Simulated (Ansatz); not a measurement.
From C to Sn: the atomisation energy (no zero-point term)

One atom is swapped for its congeners: C4H8 (1-butene) `C=CCC`; C3H8Si (prop-2-enylsilane) `C=CC[SiH3]`; C3H8Ge `C=C[CH2][GeH3]`; C3H8Sn `C=C[CH2][SnH3]`. All are singlets with charge 0.

Shapes, held fixed at every level: PBE0-D4/def2-TZVP. Flexible molecules stand in one conformer, not always the lowest. Programs: Ansatz 0.2.0. Values in eV.

Task: How should the atomisation energy change along the series?

Result: At CCSD(T)/def2-TZVPP the atomisation energy falls at every step, from 49.02 to 42.71 eV. Every level shows the same order. For atoms past krypton def2 sets carry core potentials with scalar relativity. Relativity is left out for Ge unless named. Correlated rows may include outer-core shells of Ge, Sn, which these sets cover unevenly. Spin-orbit coupling, which grows down the group, is left out (summed over each molecule's free atoms 0.01, 0.03, 0.13, 0.32 eV).

```csv
level,C4H8,C3H8Si,C3H8Ge,C3H8Sn
PBE-D4/def2-TZVPP,51.02,46.83,45.64,44.07
B3LYP-D4/def2-TZVPP,50.19,46.40,45.08,43.53
PBE0-D4/def2-TZVPP,50.41,46.39,45.17,43.58
wB97X-V/def2-TZVPP,50.05,46.41,45.16,43.63
B2PLYP/def2-TZVPP,49.70,45.87,44.65,43.02
MP2/def2-TZVPP,49.45,45.52,44.45,42.70
CCSD(T)/def2-TZVPP,49.02,45.31,44.29,42.71
```

Replacing the terminal carbon with a heavier congener weakens the bonding overall, but not in equal steps. At every level the largest loss comes between carbon and silicon and the smallest between silicon and germanium, with a larger drop again to tin. The allyl framework is common to all four molecules, so the trend mainly reflects the one bond to carbon and three to hydrogen formed by the exchanged atom. Carbon's compact 2s and 2p orbitals are similar in extent and overlap well with their partners. Further down the group the valence orbitals are more diffuse, and the s pair gains less from hybridisation. The small step to germanium fits the poor shielding by its filled 3d shell, which keeps it close to silicon in size and valence energy.

The density functionals all lie above CCSD(T), but this gap need not be pure overbinding, since coupled-cluster correlation energy probably remains incomplete in a triple-zeta basis. The totals do not separate the weakening of the bond to carbon from that of the bonds to hydrogen.
